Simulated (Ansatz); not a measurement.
# Co under changes of volume

One of the cells (10.688 Å³/atom); the others are scaled copies at fixed shape and fractional positions:

```
Co
1.0
     2.47056    0.00000    0.00000
    -1.23528    2.13957    0.00000
     0.00000    0.00000    8.08823
Co
4
Cartesian
  1.2353 0.7132 6.0662
  0.0000 0.0000 4.0441
  0.0000 1.4264 2.0221
  0.0000 0.0000 0.0000
```

| Property | Result |
| --- | --- |
| Program | Ansatz 0.2.0 |
| Functional | PBEsol |
| Dispersion | D4 |
| Potentials or basis | Ansatz PAW |
| Cutoff | 420 eV (not typed: the program's choice for these potentials) |
| k mesh | 12 × 12 × 4 |
| Occupations | fermi-dirac, width 0.05 eV |
| Spin | collinear spin, ferromagnetic start |
| Starting moments | [2.0, 2.0, 2.0, 2.0] μB |

```csv
volume (Å³/atom),energy over the lowest point (meV/atom),pressure (GPa),moment (μB per cell)
10.047,3.05,5.1,6.23
10.261,0.00,-0.2,6.36
10.475,3.39,-4.9,6.49
10.688,12.64,-9.1,6.59
10.902,27.39,-13.0,6.66
11.116,47.11,-16.5,6.72
11.330,?,?,?
```

**Question.** What does the run at 11.330 Å³/atom give?

**Answer.** Energy over the lowest point 71.22 meV/atom; pressure -19.6 GPa; moment 6.78 μB per cell.

Worked out: A Birch-Murnaghan fit of order 3 (a polynomial in V^(-2/3)) to the other rows has its minimum at 10.25 Å³/atom with B0 = V·E''(V) = 232 GPa and B' = 3.1 at fixed shape and positions, which overstates the stiffness. It gives 71.44 meV/atom at 11.330 Å³/atom, against the run's 71.22, and -dE/dV = -19.8 GPa, against -19.6. A parabola through the other rows of the moment, of slope 0.116 μB per Å³/atom there, extrapolates to 6.76 μB, against the run's 6.78.

Energies are extrapolated to zero smearing.

Caveats: pairwise dispersion overbinds metals, which lowers pressure and volume; the PAW data sets come from PBE, with cores solved anew for the run's functional, which leaves a small shift of forces and pressure.
